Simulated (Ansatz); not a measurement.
Level of theory: Ansatz, DFT PBE, scalar-relativistic, plane waves, PAW. All cells share a 420 eV cutoff and Γ-centred k meshes spaced at most about 0.3 Å⁻¹ (about 0.25 or finer for metals, 2π included). No spin polarisation in the final relaxations.

All energies are static (0 K, no zero-point motion). Lower structures may exist.

Question: Which of these relaxed structures of GePt is the lowest in energy?
A.

```
Ge Pt
1.0
     2.80587    0.00000    0.00000
    -1.40293    2.42995    0.00000
     0.00000    0.00000    5.08903
Ge Pt
1 1
Direct
  0.00000 0.00000 0.00000
  0.00000 0.00000 0.50000
```

B.

```
Ge Pt
1.0
     4.52553    0.00000    0.00000
    -2.26276    3.91922    0.00000
     0.00000    0.00000    4.94859
Ge Pt
2 2
Direct
  0.33333 0.66667 0.00000
  0.66667 0.33333 0.00000
  0.33333 0.66667 0.50000
  0.66667 0.33333 0.50000
```

C.

```
Ge Pt
1.0
     0.00000    2.60617    2.60617
     2.60617    0.00000    2.60617
     2.60617    2.60617    0.00000
Ge Pt
1 1
Direct
  0.50000 0.50000 0.50000
  0.00000 0.00000 0.00000
```

D.

```
Ge Pt
1.0
     5.82752    0.00000    0.00000
     0.00000    3.74439    0.00000
     0.00000    0.00000    6.19068
Ge Pt
4 4
Direct
  0.81324 0.75000 0.58743
  0.18676 0.25000 0.41257
  0.68676 0.25000 0.08743
  0.31324 0.75000 0.91257
  0.00200 0.75000 0.19294
  0.99800 0.25000 0.80706
  0.49800 0.25000 0.69294
  0.50200 0.75000 0.30706
```

Answer: D. It has the MnP type, space group Pnma (No. 62); the next, C, with the rock salt type, space group Fm-3m (No. 225), lies 267 meV/atom higher. Counting Ge atoms around Pt (those within 1.25 times the shortest such distance or 1.15 times the sum of covalent radii), the lowest and the next both have Pt 6.

Spin–orbit coupling, which can matter for Pt, is left out. The Pnma cell at 16.9 Å³/atom was relaxed from a cell as deposited in COD. Cells relaxed within their symmetry can be saddle points. Some candidate types were left out of the draw beforehand, so a known form may be missing.
